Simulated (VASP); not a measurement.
Wanted: the native input for a VASP 6.6.1 run.

- Task: single point
- Functional: PBE
- Potentials or basis: VASP PAW PBE potentials, release 64 (Tm)
- Cutoff: 520 eV
- k mesh: 9 × 9 × 9
- Occupations: fermi-dirac, width 0.05 eV
- Spin: collinear spin, ferromagnetic start
- Starting moments: [2.0] μB
- Further INCAR settings: ALGO = Normal; EDIFF = 1e-07; NBANDS = 22

The structure of Tm lies in POSCAR:

```
Tm
1.0
    0.0000000000      2.4680255249      2.4680255249
    2.4680255249      0.0000000000      2.4680255249
    2.4680255249      2.4680255249      0.0000000000
Tm
1
Direct
    0.0000000000      0.0000000000      0.0000000000
```

This isn't the form of Tm at room conditions, which is hcp.

These files were run (other wordings do the same):

INCAR

```
SYSTEM = Tm
PREC = Accurate
ENCUT = 520
EDIFF = 1E-7
ISMEAR = -1
SIGMA = 0.05
LREAL = .False.
LASPH = .True.
NELM = 100
ALGO = Normal
ISIF = 2
LWAVE = .False.
LCHARG = .False.
ISPIN = 2
MAGMOM = 2
LORBIT = 11
LMAXMIX = 6
GGA = PE
NBANDS = 22
```

KPOINTS

```
regular mesh
0
Gamma
  9 9 9
  0 0 0
```

Potentials or basis: VASP PAW PBE potentials, release 64 (Tm).

Run with:

```console
$ cat potpaw_PBE.64/Tm/POTCAR > POTCAR
$ mpirun -np 1 vasp_std > vasp.out
```

It gave:

```json
{"Pressure": "3.5 GPa", "Band gap on the k mesh": "none (metal or under the smearing width)", "Net moment": "0.96 μB per cell", "Site moments": "Tm +1.14 μB", "Valence electrons inside the program's atomic spheres": "Tm 21.08"}
```

Caveat: the magnetic or orbital state may not be the lowest; spin-orbit coupling is left out, which moves the levels of the heavy elements.

Wall time 2.1 min on 1 thread of Intel(R) Xeon(R) Platinum 8488C (Sapphire Rapids), on a shared host, peak memory 0.2 GiB.
